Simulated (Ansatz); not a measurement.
The system is PbS.

```
CELL_PARAMETERS angstrom
3.65366 0.00000 0.00000
0.00000 3.65366 0.00000
0.00000 0.00000 3.65366
ATOMIC_POSITIONS crystal
Pb 0.00000 0.00000 0.00000
S 0.50000 0.50000 0.50000
```

Measurements of this composition are mostly on another form, of space group No. 225.

| Quantity | Value |
| --- | --- |
| Program | Ansatz 0.2.0 |
| Task | relaxation of cell and atoms |
| Functional | PBEsol |
| Dispersion | D4 |
| Potentials or basis | Ansatz PAW |
| Cutoff | 420 eV (not typed: the program's choice for these potentials) |
| k mesh | 7 × 7 × 7 |
| Occupations | fermi-dirac, width 0.05 eV |
| Spin | no spin polarisation |

At the start: volume 24.39 Å³/atom.

**Question.** Where does the relaxation end?

**Answer.** It ends after 5 steps and the volume is 22.27 Å³/atom (-8.7 %); space group Pm-3m (No. 221, to 0.05 Å).

Step by step:
```csv
step,energy change (eV),largest force (eV/Å),volume (Å³)
1,0.0000,0.0000,48.77
2,-0.0674,0.0000,43.53
3,-0.0723,0.0000,44.78
4,-0.0726,0.0000,44.55
5,-0.0723,0.0000,44.55
```

Final structure:
```xyz
2
Lattice="3.5449 0.0000 0.0000 0.0000 3.5449 0.0000 0.0000 0.0000 3.5449" Properties=species:S:1:pos:R:3 pbc="T T T"
Pb    0.0000    0.0000    0.0000
S     1.7725    1.7725    1.7725
```

Caveat: the plane-wave basis is chosen anew once the cell has moved, so the energies of steps on either side of that aren't comparable; pairwise dispersion overbinds metals, which lowers pressure and volume; the PAW data sets come from PBE, with cores solved anew for the run's functional, which leaves a small shift of forces and pressure.
